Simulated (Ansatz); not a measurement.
## Polymorphs of GaAs₄

The calculation used DFT PBE, scalar-relativistic, plane waves, PAW in Ansatz. All cells share a 420 eV cutoff and Γ-centred k meshes spaced at most about 0.3 Å⁻¹ (about 0.25 or finer for metals, 2π included). No spin polarisation.

Formation energies are uncorrected and refer to the elements' standard structures at the same level.

Temperature and zero-point effects are left out. Only the structures computed here compete, so a lower one can exist. In P4/mmm, I4/mmm, Im-3m, P6/mmm, Pm-3m an odd number of electrons in the primitive cell allows no gap without spin; a larger cell or a magnetic state could open one. The reference form of As is held partly by dispersion forces, which this level lacks.

Invented guesses were relaxed alike, and ends that match in structure were merged. ΔE counts from the first row. Coordination counts As atoms around Ga (those within 1.25 times the shortest such distance or 1.15 times the sum of covalent radii, 1.27 where that leaves under three; a plus sign parts nearer from farther groups; the shortest distance is added where it exceeds 1.18 times the sum of covalent radii). The ends were matched against large subsets of the Crystallography Open Database and the Materials Project, so a missing match doesn't prove that a structure is unreported.

| # | reached from | type and space group | atoms | Å³/atom | coordination | ΔE (meV/atom) | gap on mesh (eV) | in databases |
| --- | --- | --- | --- | --- | --- | --- | --- | --- |
| 1 | random cell | P4/mmm (No. 123) | 5 | 23.7 | Ga 2 | 0 | 0.00 | no match |
| 2 | SrAl4 type (I4/mmm) | I4/mmm (No. 139) | 5 | 22.5 | Ga 2+8 from 3.0 Å | 17 | 0.00 | no match |
| 3 | NiHg4 type (Im-3m) | Im-3m (No. 229) | 5 | 22.3 | Ga 8 | 176 | 0.00 | no match |
| 4 | random cell | P6/mmm (No. 191) | 5 | 28.1 | Ga 2 | 385 | 0.00 | no match |
| 5 | random cell | Pm-3m (No. 221) | 5 | 25.2 | Ga 12+8 from 3.5 Å | 508 | 0.00 | no match |

The lowest: Space group P4/mmm (No. 123), tetragonal, a = 3.887 Å, c = 7.851 Å. Ga is surrounded by 2 As at 2.57 Å; As on its first site is surrounded by 1 As at 2.54 Å and 4 As at 2.75 Å; As on its second site is surrounded by 1 Ga at 2.57 Å and 5 As at 2.70–2.75 Å. Its energy over the elements is +0.22 eV/atom. The separate elements lie lower, so it is unstable against them. An observed structure of this formula, if there is one, may be missing.

```
Ga As
1.0
     3.88670    0.00000    0.00000
     0.00000    3.88670    0.00000
     0.00000    0.00000    7.85127
Ga As
1 4
Direct
  0.00000 0.00000 0.50000
  0.50000 0.50000 0.16187
  0.50000 0.50000 0.83813
  0.00000 0.00000 0.82787
  0.00000 0.00000 0.17213
```

The second: Space group I4/mmm (No. 139), tetragonal, a = 5.109 Å, c = 8.627 Å. Ga has 2 As at 2.98 Å and 8 As at 3.34 Å; As on a site of symmetry -4m2 is surrounded by 4 As at 2.68 Å and 4 Ga at 3.34 Å; around As on a site of symmetry 4mm lie 5 As at 2.66–2.68 Å and 1 Ga at 2.98 Å. Counting As atoms around Ga, the first has Ga 2 and the second has Ga 2+8 from 3.0 Å. The first holds As–As pairs (shortest 2.54 Å); in the second the shortest As–As distance is 2.66 Å, near bonding range too. Cells relaxed within their symmetry can be saddle points. Some structure types and database cells were kept out of the candidates from the start, so a known form may be missing.
